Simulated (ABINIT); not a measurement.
Input of an ABINIT 10.8.3 (patched build) run:

run.abi

```
# Pseudopotentials
pp_dirpath "./"
pseudos "Pt_sc.hgh, Se.hgh"

# Structure
acell 3*1.0
rprim
     7.0373400881     0.0000000000     0.0000000000
    -3.5186700441     6.0945152914     0.0000000000
     0.0000000000     0.0000000000     9.5657936429
ntypat 2
znucl 78 34
natom 3
typat 1 2 2
chkprim 0
chksymtnons 0
tolsym 1.0e-6
xred
            0.0            0.0            0.0
            2/3            1/3            3/4
            1/3            2/3            1/4

# Plane-wave basis
ecut 734.707429 eV
ecutsm 0.5

# k points
kptopt 1
ngkpt 6 6 4
nshiftk 1
shiftk 0.0 0.0 0.0

# Exchange and correlation
ixc 7

# Bands and occupations
nband 19
occopt 3
tsmear 0.00183747

# SCF cycle
nstep 80
tolvrs 1.0e-12

# Output
iomode 3
prteig 0
prtebands 0
prtwf 0
prtden 0

# Relaxation
ionmov 2
optcell 2
ntime 50
tolmxf 2.0e-5
dilatmx 1.08
```

Potentials or basis: HGH LDA semicore.

Command:

```bash
$ abinit run.abi > log 2>&1
```

(1) Predict the band gap on the k mesh.

Answers

(1) none (metal or under the smearing width).

Caveat: HGH potentials are hard and often keep d shells in the core, so these values are rough.
